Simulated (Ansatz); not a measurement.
Runs of Ansatz 0.2.0 on BN. The structure is hexagonal, space group P6_3/mmc (No. 194). The conventional cell has a = 2.498 Å, b = 2.498 Å, c = 6.636 Å, α = 90.00°, β = 90.00°, γ = 120.00°. Around N (site symmetry -6m2) lie 3 B at 1.44 Å. B (site symmetry -6m2) has 3 N at 1.44 Å as nearest neighbours. 

```csv
task,level,cell,cutoff (eV),points for each segment of the path,gap on the mesh (eV),pressure (GPa),V0 of scaled cells (Å³/atom),relaxed volume (Å³/atom),B0 (GPa)
equation of state,m-r2SCAN,as given,500,-,-,-,9.01,-,250
band structure,PBEsol,as given,420,14,4.19,(a),-,-,-
relaxation of cell and atoms,LDA,relaxed,420,-,4.07,0.0,-,8.71,-
relaxation of cell and atoms,RPBE+D4,relaxed,420,-,4.22,0.0,-,(b),-
equation of state,BLYP+D4,as given,420,-,-,-,9.04,-,239
```

Alike in all rows: potentials or basis Ansatz PAW; no spin polarisation; k mesh 12 × 12 × 4; smearing fermi-dirac 0.05 eV.

Task: Fill in the values left out.

Result: (a) 2.1; (b) 8.39.

Caveats: the PAW data sets come from PBE, with cores solved anew for the run's functional, which leaves a small shift of forces and pressure (some runs); the cell was scaled at fixed shape and fractional positions, which overstates the stiffness of a crystal with free parameters, most of all of layers and chains (some runs); the plane-wave basis is chosen anew once the cell has moved, so the energies of steps on either side of that aren't comparable (some runs); the PAW data sets were made with another functional, which shifts forces and pressure a little (some runs); this functional lacks dispersion, which binds the layers, so the pressure and a relaxed spacing across them are unreliable (some runs); the potentials were made for another functional, which shifts forces and pressure (some runs).

A k mesh can miss the band edges.

Runs at the PBE level aren't shown here.
